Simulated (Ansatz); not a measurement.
SrO (started from an entry of an open crystallographic database), 2 atoms and 16 valence electrons in a cell of about 34 Å³, was run 18 times in the PAW code Ansatz, each time on 2 threads of Intel(R) Xeon(R) 6975P-C (Granite Rapids), with other jobs on the host.

```csv
run,k mesh,irreducible k,cutoff (eV),plane waves,bands,SCF iterations,wall time,peak host memory (GiB)
"relaxation, PBE",8×8×8,29,420,701,12,44,1.8 s,0.38
"relaxation, r2SCAN",8×8×8,29,500,893,12,29,?,?
"bands, PBE",8×8×8,29,420,645,12,7,0.57 s,0.37
"single point, r2SCAN",8×8×8,29,500,893,12,7,0.86 s,0.44
"single point, HSE06",6×6×6,16,420,645,12,12,?,?
"single point, PBE+SOC",8×8×8,29,420,645,24,8,?,?
"single point, PBE0",6×6×6,16,420,645,12,11,12 s,0.91
"single point, LDA",8×8×8,29,420,645,12,6,?,?
"relaxation, PBEsol",8×8×8,29,420,645,12,45,1.9 s,0.38
"Γ phonons, PBEsol",8×8×8,59,420,645,12,12,?,?
"field response, r2SCAN",8×8×8,59,500,893,12,9,4.5 s,0.66
"field response, PBE",8×8×8,59,420,645,12,13,6 s,0.49
"single point, DDH-PBE0",6×6×6,16,420,645,12,11,?,?
"relaxation, LDA",8×8×8,29,420,609,12,51,?,?
"single point, HSE06+SOC",6×6×6,16,420,645,24,14,43 s,1.4
"relaxation, HSE06",6×6×6,16,420,645,12,52,?,?
"single point, Hartree-Fock",6×6×6,16,420,645,12,23,16 s,0.92
"single point, r2SCANh",6×6×6,16,500,893,12,10,?,?
```

**Question.** What time and memory did the runs marked ? need?

**Answer.**

| run | wall time | peak host memory (GiB) |
| --- | --- | --- |
| single point, PBE+SOC | 1.6 s | 0.45 |
| single point, LDA | 0.41 s | 0.35 |
| relaxation, LDA | 1.9 s | 0.38 |
| single point, DDH-PBE0 | 16 s | 0.97 |
| Γ phonons, PBEsol | 7 s | 0.5 |
| single point, HSE06 | 13 s | 0.9 |
| relaxation, r2SCAN | 3 s | 0.48 |
| single point, r2SCANh | 19 s | 1.1 |
| relaxation, HSE06 | 22 s | 0.95 |

Only the levels marked +SOC include spin-orbit coupling.
